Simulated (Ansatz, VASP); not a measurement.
# Cross-check of SiC (Moissanite 3C) between VASP and Ansatz, part 3 of 4

Wanted: the spread between two codes on one cell, functional and k mesh. The cell is taken from a series of runs on this material, whose earlier steps may have relaxed, scaled, displaced or heated it; both programs get it as it stands.

VASP 6.6.1 and Ansatz 0.2.0.

So far. Step 5 (VASP: single point, r2SCAN, pair 2): The run ends at a pressure of -1.17 GPa, with forces up to 2.4e-4 eV/Å.

## 6. Ansatz: single point, r2SCAN, pair 2

Level of this step: Ansatz beside VASP: Kohn-Sham DFT, plane waves, r2SCAN (Ansatz).

The same cell, functional, mesh and smearing now go to Ansatz, which takes its cutoff from its data sets.

The cell is taken from a series of runs on this material, whose earlier steps may have relaxed, scaled, displaced or heated it; both programs get it as it stands.

The input, input.yaml:

```yaml
crystal:
  lattice:
    - [0.0050997982, 2.1841231795, 2.1745971467]
    - [2.1841231795, 0.0050997982, 2.1745971467]
    - [2.1892229777, 2.1892229777, 0.0]
  atoms:
    - { symbol: Si, position: [-0.0002042415, -0.0002042415, 0.0002042415] }
    - { symbol: C, position: [0.7502042415, 0.7502042415, 0.7497957585] }
kpoints:
  mp_grid: { grid: [8, 8, 8] }
hamiltonian:
  xc: r2scan
  pseudopotentials: { kind: paw, azcp: { folder: soft_1 } }
scf:
  occupations: { method: gaussian, width: 0.01 }
  n_extra_bands: 8
output:
  eigenvalues: true
  eigenstates:
    kpoints:
      - [0.0, 0.5, 0.5]
      - [6.493e-06, 0.502780912, 0.502787405]
      - [0.002780912, 0.500006493, 0.502787405]
      - [0.002768783, 0.502768783, 0.5]
      - [0.001970993, 0.501970993, 0.503941986]
      - [-0.00196181, 0.50196181, 0.5]
      - [0.001962417, 0.503924227, 0.501970993]
      - [-0.001953234, 0.500008576, 0.501970993]
      - [0.003924227, 0.501962417, 0.501970993]
      - [8.576e-06, 0.498046766, 0.501970993]
      - [0.003207867, 0.503207867, 0.503218618]
      - [1.0752e-05, 0.500010752, 0.503218618]
      - [-3.254e-06, 0.503200369, 0.5]
      - [0.003200369, 0.499996746, 0.5]
      - [-6.493e-06, 0.497219088, 0.497212595]
      - [-0.002780912, 0.499993507, 0.497212595]
      - [-0.002768783, 0.497231217, 0.5]
      - [-0.001970993, 0.498029007, 0.496058014]
      - [0.00196181, 0.49803819, 0.5]
      - [-0.001962417, 0.496075773, 0.498029007]
      - [0.001953234, 0.499991424, 0.498029007]
      - [-0.003924227, 0.498037583, 0.498029007]
      - [-8.576e-06, 0.501953234, 0.498029007]
      - [-0.003207867, 0.496792133, 0.496781382]
      - [-1.0752e-05, 0.499989248, 0.496781382]
      - [3.254e-06, 0.496799631, 0.5]
      - [-0.003200369, 0.500003254, 0.5]
      - [2.435e-05, 0.51042842, 0.51045277]
      - [0.01042842, 0.50002435, 0.51045277]
      - [0.010382937, 0.510382937, 0.5]
      - [0.007391224, 0.507391224, 0.514782449]
      - [-0.007356789, 0.507356789, 0.5]
      - [0.007359063, 0.514715851, 0.507391224]
      - [-0.007324627, 0.500032162, 0.507391224]
      - [0.014715851, 0.507359063, 0.507391224]
      - [3.2162e-05, 0.492675373, 0.507391224]
      - [0.012029501, 0.512029501, 0.512069819]
      - [4.0318e-05, 0.500040318, 0.512069819]
      - [-1.2202e-05, 0.512001384, 0.5]
      - [0.012001384, 0.499987798, 0.5]
      - [-2.435e-05, 0.48957158, 0.48954723]
      - [-0.01042842, 0.49997565, 0.48954723]
      - [-0.010382937, 0.489617063, 0.5]
      - [-0.007391224, 0.492608776, 0.485217551]
      - [0.007356789, 0.492643211, 0.5]
      - [-0.007359063, 0.485284149, 0.492608776]
      - [0.007324627, 0.499967838, 0.492608776]
      - [-0.014715851, 0.492640937, 0.492608776]
      - [-3.2162e-05, 0.507324627, 0.492608776]
      - [-0.012029501, 0.487970499, 0.487930181]
      - [-4.0318e-05, 0.499959682, 0.487930181]
      - [1.2202e-05, 0.487998616, 0.5]
      - [-0.012001384, 0.500012202, 0.5]
      - [0.5, 0.5, 0.0]
      - [0.500006493, 0.502780912, 0.002787405]
      - [0.502780912, 0.500006493, 0.002787405]
      - [0.502768783, 0.502768783, 0.0]
      - [0.501970993, 0.501970993, 0.003941986]
      - [0.49803819, 0.50196181, 0.0]
      - [0.501962417, 0.503924227, 0.001970993]
      - [0.498046766, 0.500008576, 0.001970993]
      - [0.503924227, 0.501962417, 0.001970993]
      - [0.500008576, 0.498046766, 0.001970993]
      - [0.503207867, 0.503207867, 0.003218618]
      - [0.500010752, 0.500010752, 0.003218618]
      - [0.499996746, 0.503200369, 0.0]
      - [0.503200369, 0.499996746, 0.0]
      - [0.499993507, 0.497219088, -0.002787405]
      - [0.497219088, 0.499993507, -0.002787405]
      - [0.497231217, 0.497231217, 0.0]
      - [0.498029007, 0.498029007, -0.003941986]
      - [0.50196181, 0.49803819, 0.0]
      - [0.498037583, 0.496075773, -0.001970993]
      - [0.501953234, 0.499991424, -0.001970993]
      - [0.496075773, 0.498037583, -0.001970993]
      - [0.499991424, 0.501953234, -0.001970993]
      - [0.496792133, 0.496792133, -0.003218618]
      - [0.499989248, 0.499989248, -0.003218618]
      - [0.500003254, 0.496799631, 0.0]
      - [0.496799631, 0.500003254, 0.0]
      - [0.50002435, 0.51042842, 0.01045277]
      - [0.51042842, 0.50002435, 0.01045277]
      - [0.510382937, 0.510382937, 0.0]
      - [0.507391224, 0.507391224, 0.014782449]
      - [0.492643211, 0.507356789, 0.0]
      - [0.507359063, 0.514715851, 0.007391224]
      - [0.492675373, 0.500032162, 0.007391224]
      - [0.514715851, 0.507359063, 0.007391224]
      - [0.500032162, 0.492675373, 0.007391224]
      - [0.512029501, 0.512029501, 0.012069819]
      - [0.500040318, 0.500040318, 0.012069819]
      - [0.499987798, 0.512001384, 0.0]
      - [0.512001384, 0.499987798, 0.0]
      - [0.49997565, 0.48957158, -0.01045277]
      - [0.48957158, 0.49997565, -0.01045277]
      - [0.489617063, 0.489617063, 0.0]
      - [0.492608776, 0.492608776, -0.014782449]
      - [0.507356789, 0.492643211, 0.0]
      - [0.492640937, 0.485284149, -0.007391224]
      - [0.507324627, 0.499967838, -0.007391224]
      - [0.485284149, 0.492640937, -0.007391224]
      - [0.499967838, 0.507324627, -0.007391224]
      - [0.487970499, 0.487970499, -0.012069819]
      - [0.499959682, 0.499959682, -0.012069819]
      - [0.500012202, 0.487998616, 0.0]
      - [0.487998616, 0.500012202, 0.0]
      - [0.0, 0.0, 0.0]
      - [6.493e-06, 0.002780912, 0.002787405]
      - [0.002780912, 6.493e-06, 0.002787405]
      - [0.002768783, 0.002768783, 0.0]
      - [0.001970993, 0.001970993, 0.003941986]
      - [-0.00196181, 0.00196181, 0.0]
      - [0.001962417, 0.003924227, 0.001970993]
      - [-0.001953234, 8.576e-06, 0.001970993]
      - [0.003924227, 0.001962417, 0.001970993]
      - [8.576e-06, -0.001953234, 0.001970993]
      - [0.003207867, 0.003207867, 0.003218618]
      - [1.0752e-05, 1.0752e-05, 0.003218618]
      - [-3.254e-06, 0.003200369, 0.0]
      - [0.003200369, -3.254e-06, 0.0]
      - [-6.493e-06, -0.002780912, -0.002787405]
      - [-0.002780912, -6.493e-06, -0.002787405]
      - [-0.002768783, -0.002768783, 0.0]
      - [-0.001970993, -0.001970993, -0.003941986]
      - [0.00196181, -0.00196181, 0.0]
      - [-0.001962417, -0.003924227, -0.001970993]
      - [0.001953234, -8.576e-06, -0.001970993]
      - [-0.003924227, -0.001962417, -0.001970993]
      - [-8.576e-06, 0.001953234, -0.001970993]
      - [-0.003207867, -0.003207867, -0.003218618]
      - [-1.0752e-05, -1.0752e-05, -0.003218618]
      - [3.254e-06, -0.003200369, 0.0]
      - [-0.003200369, 3.254e-06, 0.0]
      - [2.435e-05, 0.01042842, 0.01045277]
      - [0.01042842, 2.435e-05, 0.01045277]
      - [0.010382937, 0.010382937, 0.0]
      - [0.007391224, 0.007391224, 0.014782449]
      - [-0.007356789, 0.007356789, 0.0]
      - [0.007359063, 0.014715851, 0.007391224]
      - [-0.007324627, 3.2162e-05, 0.007391224]
      - [0.014715851, 0.007359063, 0.007391224]
      - [3.2162e-05, -0.007324627, 0.007391224]
      - [0.012029501, 0.012029501, 0.012069819]
      - [4.0318e-05, 4.0318e-05, 0.012069819]
      - [-1.2202e-05, 0.012001384, 0.0]
      - [0.012001384, -1.2202e-05, 0.0]
      - [-2.435e-05, -0.01042842, -0.01045277]
      - [-0.01042842, -2.435e-05, -0.01045277]
      - [-0.010382937, -0.010382937, 0.0]
      - [-0.007391224, -0.007391224, -0.014782449]
      - [0.007356789, -0.007356789, 0.0]
      - [-0.007359063, -0.014715851, -0.007391224]
      - [0.007324627, -3.2162e-05, -0.007391224]
      - [-0.014715851, -0.007359063, -0.007391224]
      - [-3.2162e-05, 0.007324627, -0.007391224]
      - [-0.012029501, -0.012029501, -0.012069819]
      - [-4.0318e-05, -4.0318e-05, -0.012069819]
      - [1.2202e-05, -0.012001384, 0.0]
      - [-0.012001384, 1.2202e-05, 0.0]
checkpoint:
  read: start.run
  write: ck
  compress: false
  write_wavefunctions: false
  write_every: 100000
```

Run with:

```console
$ ansatz run input.yaml --threads 4 --pin off --max-ram 9216MiB --backend cpu --events-out ev --progress --plain --runs-dir out
```

Numbers of over 12 decimals in the logs are rounded to 6 here.

The log of the run:

```text
[...]
Crystal: 2 atoms, lattice volume = 20.747 Å³
Basis set: ecut = 500 eV, 531 PW (Γ), exchange–correlation on 96×96×96 points (64 copies of the dense FFT grid, shifted against one another)
Bands: 12, of which v1, the nominal top of the filled ones, is band 4 counted from 1 (3 counted from 0)
Symmetry: 4 space group operations
[...]
k-points: 95 of 512 (time reversal used)
[...]
Fermi energy:    10.184228 eV
[...]
--- Band table (eV; the first three rows and the last of 95) ---
  k-point 0: bands = [-6.8326, 9.2998, 9.3439, 9.3521, 16.0788, 17.1082, 17.1532, 17.2121, ... 4 higher]
  k-point 1: bands = [-6.5191, 7.7657, 9.1309, 9.1311, 16.3585, 17.5060, 17.5742, 17.7270, ... 4 higher]
  k-point 2: bands = [-5.6048, 4.8415, 8.6994, 8.7176, 15.8745, 17.7941, 17.8026, 19.4303, ... 4 higher]
  k-point 94: bands = [-1.7354, 1.3209, 5.9238, 6.0074, 11.0163, 14.0906, 24.3651, 24.3809, ... 4 higher]
[key lines of the parts left out:]
SCF converged after 2 iterations
Free energy (F): -891.328559 eV
```

## 7. Comparison

Compared:

```
              quantity  Ansatz   VASP  difference
gap on the k mesh (eV)   1.664  1.678      -0.013
```

A gap on the mesh is an upper bound, since the band edges may lie between its points.

(Continued in part 4 of 4.)

[Lines on the potential files, build, host, timing and source positions are cut from VASP's logs without a mark.]

[Logs are printed without paths, hosts, clocks, repeated set-up lines and the standing remarks that a program may print on its own settings, such as how far it seeks lower states.]

[Hosts, paths, dates, database ids (printed as entryN), source tags and the programs' standing remarks are cut or masked in the printed files.]
